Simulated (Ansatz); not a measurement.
# Al2Cu (P4/mmm) in Ansatz: further runs

One crystal, Al2Cu, is run at these levels: PBEsol, PBEsol+D3(BJ); tasks: relaxation of cell and atoms.

All numbers are computed with Ansatz 0.2.0; they aren't measurements. Logs are shortened: lines on timing, memory, paths and dates and some standing lists are left out, and cuts for length are marked.

## 1. Starting point

Symmetry: P4/mmm, No. 123, tetragonal system. Conventional cell: a = 4.105 Å, b = 4.105 Å, c = 2.891 Å, α = 90.00°, β = 90.00°, γ = 90.00°. Cu (site symmetry 4/mmm) is surrounded by 8 Al at 2.51 Å. Al (site symmetry mmm) has 4 Cu at 2.51 Å as nearest neighbours.

The cell comes from a database or a generator and needn't be the stable form of this composition.

## 2. Relaxation of cell and atoms, PBEsol

Input file input.yaml:

```yaml
crystal:
  lattice:
    - [4.105182, 0.0, 0.0]
    - [0.0, 4.105182, 0.0]
    - [0.0, 0.0, 2.891313]
  atoms:
    - { symbol: Cu, position: [0.0, 0.0, 0.0] }
    - { symbol: Al, position: [0.0, 0.5, 0.5] }
    - { symbol: Al, position: [0.5, 0.0, 0.5] }
hamiltonian:
  xc: pbesol
  pseudopotentials: { kind: paw }
kpoints:
  mp_grid: { grid: [7, 7, 9] }
scf:
  occupations: { method: fermi_dirac, width: 0.05 }
output:
  forces: true
  stress: true
  eigenvalues: true
relax:
  f_tol: 0.01
  max_steps: 40
  cell: { stress_tol: 0.05 }
```

Potentials or basis: Ansatz PAW.

The run is started by

```bash
$ ansatz run input.yaml --threads 2 --pin off --max-ram 5632MiB --backend cpu --events-out ev --progress --plain --runs-dir out
```

The program printed:

```text
Warning: RAYON_NUM_THREADS=2 ignored (pool sized by the plan → 2); use --threads N
Engine: ansatz 0.2.0, x86_64-unknown-linux-gnu
Pseudopotentials: kind: paw
Pseudopotential: Cu, paw, valence charge 19, recommended cutoff 420 eV (normal), Cu.paw.azcp
Pseudopotential: Al, paw, valence charge 3, recommended cutoff 420 eV (normal), Al.paw.azcp
Functional definition: PBEsol
  exchange = pbesol_x
  correlation = pbesol_c
Crystal: 3 atoms, lattice volume = 48.726 Å³
Basis set: ecut = 420 eV, 945 PW (Γ), exchange–correlation on 60×60×40 points (8 copies of the dense FFT grid, shifted against one another)
Bands: 17, of which v1, the nominal top of the filled ones, is band 13 counted from 1 (12 counted from 0)
Symmetry: 16 space group operations
Space group: P4/mmm (ITA 123), of the structure as read, at distance tolerance 3.7e-5 Å
k-points: 50 of 441
Non-local potential: Cu, projectors of the file, l = 0: 3, l = 1: 2, l = 2: 3, l = 3: 1
Non-local potential: Al, projectors of the file, l = 0: 2, l = 1: 2, l = 2: 1
PAW form: soft (Blöchl's): semilocal exchange-correlation on the pseudo side does not see the compensation charge
PAW frozen core: Cu, regenerated for the run's functional, and the local potential with it (the file was generated under x = pbe(κ = 0.804, μ = 0.2195149727645171), c = pbe(β = 0.06672455060314922))
PAW frozen core: Al, regenerated for the run's functional, and the local potential with it (the file was generated under x = pbe(κ = 0.804, μ = 0.2195149727645171), c = pbe(β = 0.06672455060314922))
PAW one-centre angular grid: Cu, 590 points (default); XC on 64 Gauss nodes
PAW one-centre angular grid: Al, 110 points (default); XC on 64 Gauss nodes
Initial density: superposition of atomic densities (neutral atoms: chi_scale 0, normalization atom), corrected by the library's trained network
Initial wavefunctions: pseudopotential atomic-orbital guess
Functional: x = pbesol(κ = 0.804, μ = 0.12345679012345678), c = pbesol(β = 0.046)
SCF iter   1: F=—  HF=-7637.950604 eV  |F-HF|=—  |Δ(HF+E_count)|=         —  Δρ=1.34e-2  dr2=5.44e-2  ethr=1.77e-3  ⟨swp⟩=5.5  Hψ=4413  notcnv=0
preconditioner: auto → Kerker (q_TF=auto, 2.441 Å⁻¹)  [metal: Δε(μ)=0.028 eV  Ē_g=8.003 eV  σ=0.050 eV  W_gap=0.14  n_scr=10 (ndim 8)  ℏωp=21.9 eV  f_vac=0.000  D(μ)=1.53/eV (n_scr^D=10)]
SCF iter   2: F=—  HF=-7637.941893 eV  |F-HF|=—  |Δ(HF+E_count)|=   8.71e-3  Δρ=1.12e-3  dr2=9.67e-4  ethr=2.18e-4  ⟨swp⟩=2.0  Hψ=1776  notcnv=0  defer=7
SCF iter   3: F=—  HF=-7637.941299 eV  |F-HF|=—  |Δ(HF+E_count)|=   5.94e-4  Δρ=1.47e-3  dr2=1.25e-3  ethr=3.87e-6  ⟨swp⟩=2.3  Hψ=1336  notcnv=0  defer=7
SCF iter   4: F=—  HF=-7637.941059 eV  |F-HF|=—  |Δ(HF+E_count)|=   2.40e-4  Δρ=5.41e-4  dr2=2.15e-4  ethr=3.87e-6  ⟨swp⟩=1.8  Hψ=1105  notcnv=0  defer=7
SCF iter   5: F=—  HF=-7637.941029 eV  |F-HF|=—  |Δ(HF+E_count)|=   2.96e-5  Δρ=1.34e-4  dr2=1.52e-5  ethr=8.62e-7  ⟨swp⟩=1.5  Hψ=926  notcnv=0  defer=7
SCF iter   6: F=—  HF=-7637.941053 eV  |F-HF|=—  |Δ(HF+E_count)|=   2.43e-5  Δρ=2.42e-5  dr2=5.05e-7  ethr=6.07e-8  ⟨swp⟩=2.4  Hψ=1203  notcnv=0  defer=7
SCF iter   7: F=-7637.941053 eV  HF=-7637.941053 eV  |F-HF|=6.00e-9  |Δ(HF+E_count)|=   8.38e-8  Δρ=5.26e-6  dr2=1.62e-8  ethr=4.00e-10  ⟨swp⟩=5.1  Hψ=3462  notcnv=0
SCF 1 converged in 7 iterations: F = -7637.941053 eV  dr2 = 1.62e-8
relax step   1: F+E_penalty+E_count = -7637.94105338 eV  Δ(F+E_penalty+E_count) = +0.000e0 eV  max|allowed force component| = 1.676e-30 eV/Å  Δτ_max = 0.0000 Å  P = -2.353 GPa  Ω = 48.726 Å³  (7 SCF iters, dr2 threshold 1.00e-7 eV, accepted)
Crystal: 3 atoms, lattice volume = 47.887 Å³
Basis set: ecut = 420 eV, 929 PW (Γ), exchange–correlation on 60×60×40 points (8 copies of the dense FFT grid, shifted against one another)
Initial density: handed on by an earlier stage of this run
Initial wavefunctions: those handed on with the density
iter 1 solved again at ethr=5.78e-5 eV; its pass at ethr=3.10e-3 eV (dr2=1.45e-2 eV) is discarded
SCF iter   1: F=—  HF=-7637.953560 eV  |F-HF|=—  |Δ(HF+E_count)|=         —  Δρ=6.25e-3  dr2=1.44e-2  ethr=5.78e-5  ⟨swp⟩=1.0  Hψ=4913  notcnv=0
preconditioner: auto → Kerker (q_TF=auto, 2.448 Å⁻¹)  [metal: Δε(μ)=0.041 eV  Ē_g=8.161 eV  σ=0.050 eV  W_gap=0.20  n_scr=10 (ndim 8)  ℏωp=22.1 eV  f_vac=0.000  D(μ)=1.60/eV (n_scr^D=10)]
SCF iter   2: F=—  HF=-7637.951456 eV  |F-HF|=—  |Δ(HF+E_count)|=   2.10e-3  Δρ=9.41e-4  dr2=4.87e-4  ethr=5.77e-5  ⟨swp⟩=2.0  Hψ=1316  notcnv=0
SCF iter   3: F=—  HF=-7637.951143 eV  |F-HF|=—  |Δ(HF+E_count)|=   3.13e-4  Δρ=8.52e-4  dr2=4.16e-4  ethr=1.95e-6  ⟨swp⟩=2.1  Hψ=1243  notcnv=0
SCF iter   4: F=—  HF=-7637.951069 eV  |F-HF|=—  |Δ(HF+E_count)|=   7.39e-5  Δρ=1.99e-4  dr2=1.15e-5  ethr=1.67e-6  ⟨swp⟩=2.2  Hψ=1112  notcnv=0
SCF iter   5: F=—  HF=-7637.951115 eV  |F-HF|=—  |Δ(HF+E_count)|=   4.58e-5  Δρ=2.83e-5  dr2=4.76e-7  ethr=4.60e-8  ⟨swp⟩=2.1  Hψ=1391  notcnv=0
SCF iter   6: F=-7637.951115 eV  HF=-7637.951115 eV  |F-HF|=2.37e-8  |Δ(HF+E_count)|=   2.68e-8  Δρ=7.99e-6  dr2=5.62e-8  ethr=1.20e-9  ⟨swp⟩=4.6  Hψ=3139  notcnv=0
SCF 2 converged in 6 iterations: F = -7637.951115 eV  dr2 = 5.62e-8
relax step   2: F+E_penalty+E_count = -7637.95111473 eV  Δ(F+E_penalty+E_count) = -1.006e-2 eV  max|allowed force component| = 5.128e-30 eV/Å  Δτ_max = 0.0000 Å  P = -0.751 GPa  Ω = 47.887 Å³  energy of the carried Pulay correction = +3.212e-4 eV  (6 SCF iters, dr2 threshold 3.00e-7 eV, accepted)
Crystal: 3 atoms, lattice volume = 47.499 Å³
iter 1 solved again at ethr=1.24e-5 eV; its pass at ethr=3.10e-3 eV (dr2=3.09e-3 eV) is discarded
SCF iter   1: F=—  HF=-7637.952654 eV  |F-HF|=—  |Δ(HF+E_count)|=         —  Δρ=2.89e-3  dr2=3.04e-3  ethr=1.24e-5  ⟨swp⟩=1.0  Hψ=4193  notcnv=0
preconditioner: auto → Kerker (q_TF=auto, 2.452 Å⁻¹)  [metal: Δε(μ)=0.037 eV  Ē_g=8.242 eV  σ=0.050 eV  W_gap=0.18  n_scr=10 (ndim 8)  ℏωp=22.2 eV  f_vac=0.000  D(μ)=1.61/eV (n_scr^D=10)]
SCF iter   2: F=—  HF=-7637.952208 eV  |F-HF|=—  |Δ(HF+E_count)|=   4.46e-4  Δρ=4.14e-4  dr2=9.42e-5  ethr=1.22e-5  ⟨swp⟩=2.1  Hψ=1085  notcnv=0
SCF iter   3: F=—  HF=-7637.952174 eV  |F-HF|=—  |Δ(HF+E_count)|=   3.45e-5  Δρ=3.85e-4  dr2=8.42e-5  ethr=3.77e-7  ⟨swp⟩=2.2  Hψ=1297  notcnv=0
SCF iter   4: F=—  HF=-7637.952159 eV  |F-HF|=—  |Δ(HF+E_count)|=   1.44e-5  Δρ=9.08e-5  dr2=2.03e-6  ethr=3.37e-7  ⟨swp⟩=2.2  Hψ=1109  notcnv=0
iter 5 did not close the SCF: its close was put off for the readings that it lacked (scf_convergence_deferred on its scf_iter line)
SCF iter   5: F=-7637.952162 eV  HF=-7637.952162 eV  |F-HF|=1.97e-8  |Δ(HF+E_count)|=   2.49e-6  Δρ=1.18e-5  dr2=8.14e-8  ethr=8.12e-9  ⟨swp⟩=2.0  Hψ=1451  notcnv=0
SCF iter   6: F=-7637.952162 eV  HF=-7637.952162 eV  |F-HF|=4.83e-9  |Δ(HF+E_count)|=   1.05e-9  Δρ=3.66e-6  dr2=1.23e-8  ethr=3.26e-10  ⟨swp⟩=2.0  Hψ=2755  notcnv=0
SCF 3 converged in 6 iterations: F = -7637.952162 eV  dr2 = 1.23e-8
relax step   3: F+E_penalty+E_count = -7637.95216176 eV  Δ(F+E_penalty+E_count) = -1.047e-3 eV  max|allowed force component| = 1.128e-30 eV/Å  Δτ_max = 0.0000 Å  P = +0.042 GPa  Ω = 47.499 Å³  energy of the carried Pulay correction = +4.710e-4 eV  (6 SCF iters, dr2 threshold 3.00e-7 eV, accepted)
Crystal: 3 atoms, lattice volume = 47.520 Å³
iter 1 solved again at ethr=3.42e-8 eV; its pass at ethr=3.10e-3 eV (dr2=8.55e-6 eV) is discarded
SCF iter   1: F=—  HF=-7637.952116 eV  |F-HF|=—  |Δ(HF+E_count)|=         —  Δρ=1.51e-4  dr2=8.35e-6  ethr=3.42e-8  ⟨swp⟩=1.7  Hψ=4436  notcnv=0
preconditioner: auto → Kerker (q_TF=auto, 2.451 Å⁻¹)  [metal: Δε(μ)=0.040 eV  Ē_g=8.264 eV  σ=0.050 eV  W_gap=0.19  n_scr=10 (ndim 8)  ℏωp=22.2 eV  f_vac=0.000  D(μ)=1.62/eV (n_scr^D=10)]
SCF iter   2: F=—  HF=-7637.952157 eV  |F-HF|=—  |Δ(HF+E_count)|=   4.15e-5  Δρ=2.23e-5  dr2=2.29e-7  ethr=3.34e-8  ⟨swp⟩=2.2  Hψ=1129  notcnv=0
SCF iter   3: F=—  HF=-7637.952157 eV  |F-HF|=—  |Δ(HF+E_count)|=   1.67e-7  Δρ=1.98e-5  dr2=2.26e-7  ethr=9.16e-10  ⟨swp⟩=2.3  Hψ=1381  notcnv=0
SCF iter   4: F=—  HF=-7637.952157 eV  |F-HF|=—  |Δ(HF+E_count)|=   3.81e-8  Δρ=5.14e-6  dr2=6.08e-9  ethr=9.05e-10  ⟨swp⟩=2.1  Hψ=1106  notcnv=0
iter 5 did not close the SCF: its close was put off for the readings that it lacked (scf_convergence_deferred on its scf_iter line)
SCF iter   5: F=-7637.952157 eV  HF=-7637.952157 eV  |F-HF|=8.00e-11  |Δ(HF+E_count)|=   6.00e-9  Δρ=6.83e-7  dr2=2.80e-10  ethr=2.43e-11  ⟨swp⟩=2.0  Hψ=1447  notcnv=0
SCF iter   6: F=-7637.952157 eV  HF=-7637.952157 eV  |F-HF|=1.46e-11  |Δ(HF+E_count)|=  4.09e-11  Δρ=1.58e-7  dr2=1.83e-11  ethr=1.12e-12  ⟨swp⟩=1.2  Hψ=2330  notcnv=0
SCF 4 converged in 6 iterations: F = -7637.952157 eV  dr2 = 1.83e-11
relax step   4: F+E_penalty+E_count = -7637.95215713 eV  Δ(F+E_penalty+E_count) = +4.636e-6 eV  max|allowed force component| = 4.930e-31 eV/Å  Δτ_max = 0.0000 Å  P = -0.001 GPa  Ω = 47.520 Å³  energy of the carried Pulay correction = +4.631e-4 eV  (6 SCF iters, dr2 threshold 9.22e-9 eV, accepted)
Initial wavefunctions: pseudopotential atomic-orbital guess (no wavefunctions were taken with the density)
iter 1 solved again at ethr=3.85e-8 eV; its pass at ethr=3.10e-3 eV (dr2=9.62e-6 eV) is discarded
SCF iter   1: F=—  HF=-7637.951676 eV  |F-HF|=—  |Δ(HF+E_count)|=         —  Δρ=3.53e-5  dr2=6.42e-8  ethr=3.85e-8  ⟨swp⟩=3.1  Hψ=6542  notcnv=0
preconditioner: auto → Kerker (q_TF=auto, 2.451 Å⁻¹)  [metal: Δε(μ)=0.040 eV  Ē_g=8.262 eV  σ=0.050 eV  W_gap=0.19  n_scr=10 (ndim 8)  ℏωp=22.2 eV  f_vac=0.000  D(μ)=1.62/eV (n_scr^D=10)]
SCF iter   2: F=—  HF=-7637.951718 eV  |F-HF|=—  |Δ(HF+E_count)|=   4.17e-5  Δρ=1.85e-5  dr2=4.73e-8  ethr=2.57e-10  ⟨swp⟩=2.5  Hψ=1467  notcnv=0
SCF iter   3: F=—  HF=-7637.951718 eV  |F-HF|=—  |Δ(HF+E_count)|=   2.03e-8  Δρ=7.19e-6  dr2=4.48e-9  ethr=1.89e-10  ⟨swp⟩=1.1  Hψ=880  notcnv=0
SCF iter   4: F=—  HF=-7637.951718 eV  |F-HF|=—  |Δ(HF+E_count)|=   2.20e-9  Δρ=4.09e-7  dr2=8.84e-11  ethr=1.79e-11  ⟨swp⟩=2.4  Hψ=1421  notcnv=0
SCF iter   5: F=—  HF=-7637.951718 eV  |F-HF|=—  |Δ(HF+E_count)|=  9.55e-11  Δρ=2.47e-7  dr2=8.60e-12  ethr=1.00e-12  ⟨swp⟩=2.3  Hψ=1224  notcnv=0
SCF iter   6: F=-7637.951718 eV  HF=-7637.951718 eV  |F-HF|=4.55e-12  |Δ(HF+E_count)|=  4.55e-12  Δρ=2.97e-8  dr2=5.21e-13  ethr=1.00e-12  ⟨swp⟩=5.0  Hψ=3004  notcnv=0
SCF 5 converged in 6 iterations: F = -7637.951718 eV  dr2 = 5.21e-13
relax step   5: F+E_penalty+E_count = -7637.95171795 eV  Δ(F+E_penalty+E_count) = +4.392e-4 eV  max|allowed force component| = 6.574e-32 eV/Å  Δτ_max = 0.0000 Å  P = -0.008 GPa  Ω = 47.520 Å³  stress off target by 1.17e-2 GPa  SCF on the basis re-selected at this cell (its energy is not comparable with the rows above)  (6 SCF iters)
basis re-selected at this cell: Δ(F+E_penalty+E_count) = +4.392e-4 eV, ΔP = -0.008 GPa vs the last step (what re-selecting the basis moved, of the pressure what is left beyond the Pulay correction that the steps carried, after the strain that the cell walked since its last selection, with what the two solves' SCF thresholds leave and, on support functions, any second-order correction that the steps lacked; it is no measure of the basis error at this ecutwfc). This SCF's stress stands 1.17e-2 GPa from its target on what of the cell is left free (relax.cell.stress_tol is 5.00e-2 GPa) and its largest allowed force component is 6.57e-32 eV/Å (relax.f_tol is 1.00e-2 eV/Å): within both
SCF converged after 6 iterations
Free energy (F): -7637.951718 eV
Harris-Foulkes:  -7637.951718 eV  (|F-HF|=4.55e-12)
Internal energy: -7637.939169 eV  (E = F + TS)
E sigma→0 (E₀):  -7637.945443 eV
Entropy (-TS):   -0.012549 eV (-4.183 meV/atom)
Fermi energy:    9.566965 eV
--- Per-component energies (eV) ---
  E_band       = -493.054793
  E_kinetic    = 346.476321
  E_local      = -6158.113740  (includes V_loc(G=0)·N_el)
  E_nonlocal   = 406.918058
  E_hartree    = 2767.668247
  E_xc         = -168.700039
  E_vxc        = -174.913943  (∫ρ·V_xc dr)
  E_paw        = -2531.453035  (= ΣΔE_a)
  E_vpaw       = -448.758261  (= ΣTr[D̂ρ^β])
  E_aug_tail   = 0.000240  (compensation charges beyond the density's cutoff)
  E_ewald      = -2300.979700
  E_core_change = 0.244480  (= ΣΔE_core)
  E_smearing   = -0.012549  (= −TS)
  E_closure    = 0.000000  (closes the sum)
  Σ components = -7637.951718   (vs F -7637.951718, Δ=0.00e0)
--- Forces (eV/Å), atoms counted from 1 ---
  atom   1  Cu     0.00000000     0.00000000     0.00000000
  atom   2  Al     0.00000000     0.00000000     0.00000000
  atom   3  Al     0.00000000     0.00000000     0.00000000
  max |Σ_I F_I| component: 9.86e-32 eV/Å
--- Stress (GPa, compression-positive) ---
       -0.006414       0.000000       0.000000
        0.000000      -0.006414       0.000000
        0.000000       0.000000      -0.011747
  P = ⅓ Tr σ = -0.0082 GPa (-0.082 kbar)
--- Band table (eV; the first three rows and the last of 50) ---
  k-point 0: bands = ["-104.2506", "-61.7648", "-61.7648", "-61.7421", "-1.1536", "4.0273", "4.5426", "5.2431", "5.4680", "5.4680", "7.0712", "7.0712", "9.4935", "10.3652", "15.7040", "15.7040", "15.8690"]
  k-point 1: bands = ["-104.2505", "-61.7646", "-61.7646", "-61.7439", "-0.9223", "4.1055", "4.6318", "5.2499", "5.2499", "5.2661", "7.4750", "7.4750", "9.6206", "10.5055", "13.2386", "15.9094", "15.9094"]
  k-point 2: bands = ["-104.2502", "-61.7643", "-61.7643", "-61.7485", "-0.2358", "4.3057", "4.8318", "4.8857", "4.8857", "5.3246", "8.4104", "8.4104", "10.0226", "10.2478", "11.0352", "16.4312", "16.4312"]
  k-point 49: bands = ["-104.2497", "-61.7636", "-61.7636", "-61.7571", "3.8294", "3.9143", "5.1656", "5.1891", "5.3613", "5.6041", "7.0580", "7.1451", "8.4975", "9.2412", "10.0167", "10.4185", "12.4856"]
--- Relaxed structure (4 steps of the walk, 4 accepted, 1 SCFs on fresh bases) ---
  F+E_penalty+E_count = -7637.95171795 eV   max|allowed force component| = 6.574e-32 eV/Å   (the final SCF, on the basis selected at the relaxed cell)
  cell:  # Å, volume = 47.5196 Å³
    - [4.086193897923774, 1.0823214335409618e-34, 0.0]
    - [1.0823214335409618e-34, 4.086193897923774, 0.0]
    - [0.0, 0.0, 2.8459988790466273]
  atoms:
    - { symbol: Cu, position: [-8.323066422853154e-37, 1.364906534940368e-37, 0.0] }
    - { symbol: Al, position: [1.8478734626885017e-36, 0.5, 0.5] }
    - { symbol: Al, position: [0.5, -2.729813069880692e-37, 0.5] }
```

It took 15 s on 2 threads of Intel Xeon at 2.50GHz (Skylake/Cascade Lake), shared host; peak memory 0.38 GiB.

Results:

* Free energy: -7637.9517 eV
* Relaxed volume: 15.84 Å³/atom
* Relaxed cell: a = 4.086 Å, b = 4.086 Å, c = 2.846 Å, α = 90.00°, β = 90.00°, γ = 90.00°
* Space group after relaxing (to 0.05 Å): P4/mmm (No. 123)
* Energy gained by relaxing: 3.6 meV/atom
* Ionic steps: 5
* Pressure after relaxing: 0.0 GPa
* Band gap on the k mesh: none (metal or under the smearing width)

Step by step:
```
step  energy change (eV)  largest force (eV/Å)  volume (Å³)
   1              0.0000                0.0000        48.73
   2             -0.0101                0.0000        47.89
   3             -0.0111                0.0000        47.50
   4             -0.0111                0.0000        47.52
   5             -0.0107                0.0000        47.52
```

Final structure:
```cif
data_structure
_symmetry_space_group_name_H-M 'P 1'
_symmetry_Int_Tables_number 1
_cell_length_a 4.0862
_cell_length_b 4.0862
_cell_length_c 2.8460
_cell_angle_alpha 90.000
_cell_angle_beta 90.000
_cell_angle_gamma 90.000
_cell_volume 47.52
loop_
_atom_site_label
_atom_site_type_symbol
_atom_site_fract_x
_atom_site_fract_y
_atom_site_fract_z
_atom_site_occupancy
Cu1 Cu 0.00000 0.00000 0.00000 1
Al1 Al 0.00000 0.50000 0.50000 1
Al2 Al 0.50000 0.00000 0.50000 1
```

Caveat: the plane-wave basis is chosen anew once the cell has moved, so the energies of steps on either side of that aren't comparable; the PAW data sets come from PBE, with cores solved anew for the run's functional, which leaves a small shift of forces and pressure.

## 3. Relaxation of cell and atoms, PBEsol+D3(BJ)

input.yaml: that of step 2 with these lines changed.

```diff
@@ -12,2 +12,3 @@
   pseudopotentials: { kind: paw }
+  dispersion: d3bj
 kpoints:
```

Potentials or basis: Ansatz PAW.

The run is started by

```bash
$ ansatz run input.yaml --threads 2 --pin off --max-ram 5632MiB --backend cpu --events-out ev --progress --plain --runs-dir out
```

Wall time 15 s (2 threads of Intel Xeon at 2.50GHz (Skylake/Cascade Lake), shared host); peak memory 0.38 GiB.

The run converged. Its results:

```yaml
Free_energy: -7639.0189 eV
Relaxed_volume: 15.28 Å³/atom
Relaxed_cell: a = 4.035 Å, b = 4.035 Å, c = 2.815 Å, α = 90.00°, β = 90.00°, γ = 90.00°
Space_group_after_relaxing_to_0.05_Å: P4/mmm (No. 123)
Energy_gained_by_relaxing: 18.9 meV/atom
Ionic_steps: 5
Pressure_after_relaxing: 0.0 GPa
Band_gap_on_the_k_mesh: none (metal or under the smearing width)
```

The path:
```tsv
step	energy change (eV)	largest force (eV/Å)	volume (Å³)
1	0.0000	0.0000	48.73
2	-0.0524	0.0000	46.66
3	-0.0576	0.0000	45.74
4	-0.0576	0.0000	45.84
5	-0.0567	0.0000	45.84
```

Final structure:
```
CELL_PARAMETERS angstrom
4.03501 0.00000 0.00000
0.00000 4.03501 0.00000
0.00000 0.00000 2.81537
ATOMIC_POSITIONS crystal
Cu 0.00000 0.00000 0.00000
Al 0.00000 0.50000 0.50000
Al 0.50000 0.00000 0.50000
```

Levels at points of the mesh, in eV from the Fermi level:
```tsv
k point	band 8	band 9	band 10	band 11	band 12	band 13	band 14	band 15	band 16	band 17
(0.00, 0.00, 0.00)	-4.47	-4.24	-4.24	-2.57	-2.57	0.06	0.78	6.33	6.33	6.44
```

Caveat: the plane-wave basis is chosen anew once the cell has moved, so the energies of steps on either side of that aren't comparable; pairwise dispersion overbinds metals, which lowers pressure and volume; the PAW data sets come from PBE, with cores solved anew for the run's functional, which leaves a small shift of forces and pressure.
